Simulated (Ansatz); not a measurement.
Response of Al to small distortions

```
CELL_PARAMETERS angstrom
-1.59122 1.59122 1.59122
1.59122 -1.59122 1.59122
1.59122 1.59122 -1.59122
ATOMIC_POSITIONS crystal
Al 0.00000 0.00000 0.00000
```

The conventional cell has a = 3.182 Å, b = 3.182 Å, c = 3.182 Å, α = 90.00°, β = 90.00°, γ = 90.00°. Al (atom 1) has 8 Al at 2.76 Å as nearest neighbours.

The cell is the one relaxed in the Materials Project (mp-998860), not relaxed further here; entries there can be hypothetical.

All numbers below come from DFT, r2SCAN, all-electron PAW with datasets made for the crystal, scalar-relativistic in Ansatz 0.2.0.

Sampling and basis: a Γ-centred 18×18×18 k mesh, Fermi–Dirac smearing of 0.08 eV, cutoff 140 eV (chosen by the program for this cell), no spin polarisation.

The unchanged cell is at 0.59 GPa.

In a metal, stresses and small energies carry noise from the k mesh.

x, y and z are the Cartesian axes of the cell as listed; fractional coordinates follow a strain, and an engineering shear is twice the off-diagonal strain component.

(1) With this change (xy engineering shear strain of +4 %), what becomes of the energy and stress?

With z strained by +4 % at fixed volume: energy change -4 meV/atom; stress change (xx, yy, zz, yz, xz, xy) -0.81, -0.81, 1.50, 0.00, 0.00, 0.00 GPa, compression positive.

## Answers

(1) Energy change +5 meV/atom; stress change (xx, yy, zz, yz, xz, xy) 0.26, 0.26, -0.06, 0.00, 0.00, -2.62 GPa, compression positive.
